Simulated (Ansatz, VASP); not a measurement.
# One calculation of CrO2, two programs

```
Cr O
1.0
     4.44435    0.00000    0.00000
     0.00000    4.44435    0.00000
     0.00000    0.00000    2.92099
Cr O
2 4
Direct
  0.00000 0.00000 0.00000
  0.50000 0.50000 0.50000
  0.30359 0.30359 0.00000
  0.19641 0.80359 0.50000
  0.69641 0.69641 0.00000
  0.80359 0.19641 0.50000
```

Alike in both runs: functional PBE; k mesh 8 × 8 × 12; occupations gaussian, width 0.1 eV; collinear spin.

Ansatz relaxed the structure, and its values are those at the end. VASP's run is a single point on that final structure, the one shown.

|  | VASP | Ansatz |
| --- | --- | --- |
| version | VASP 6.6.1 | Ansatz 0.2.0 |
| potentials or method | VASP PAW PBE potentials, release 64 (Cr_pv, O) | scalar-relativistic, plane waves, PAW |
| plane-wave cutoff (eV) | 520 | 420 |
| valence electrons in the cell | 48 | 52 |

```csv
,VASP,Ansatz,Ansatz less VASP
gap on the k mesh at the Fermi level (eV),none,none,-
pressure (GPa),0.6,0.0,-0.62
rms of the force components (eV/Å),0.010,0.000,-0.0098
net moment per atom (μB),0.67,0.67,0.000
size of the moment on the site where the two differ most (μB),2.10,1.75,-0.356
```

Site moments also hang on the region over which each program counts them. A gap of «none» marks a metal or a gap that the smearing closes. The two sets of potentials don't hold the same shells in valence.

Caveats: semilocal functionals often make such compounds metallic where correlation or magnetic order opens a gap, which also shifts bond lengths.
